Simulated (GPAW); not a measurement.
Crystal: BN.

```
CELL_PARAMETERS angstrom
2.49824 0.00000 0.00000
-1.24912 2.16354 0.00000
0.00000 0.00000 6.63570
ATOMIC_POSITIONS crystal
N 0.66667 0.33333 0.25000
N 0.33333 0.66667 0.75000
B 0.66667 0.33333 0.75000
B 0.33333 0.66667 0.25000
```

Program: GPAW 26.7.0. Alike in all runs: task band structure; no spin polarisation; cell as given; cutoff (eV) 800; smearing fermi-dirac 0.05 eV.

Question: Order these runs on this cell by their pressure, lowest first.
A. level PBEint; potentials or basis PAW data sets generated in the run's folder for this functional, pw; k mesh 9 × 9 × 3; band points 60
B. level PBEsol; potentials or basis PAW data sets generated in the run's folder for this functional, pw; k mesh 10 × 10 × 4; band points 60
C. level LDA; potentials or basis the program's PAW data sets (release 1.2.1) made for this functional, pw; k mesh 9 × 9 × 3; band points 80

Answer: C (-3.7 GPa), B (1.4 GPa), A (3.5 GPa).

Caveats: this functional lacks dispersion, which binds the layers, so the pressure and a relaxed spacing across them are unreliable (some runs).

Runs at the PBE level aren't shown here.
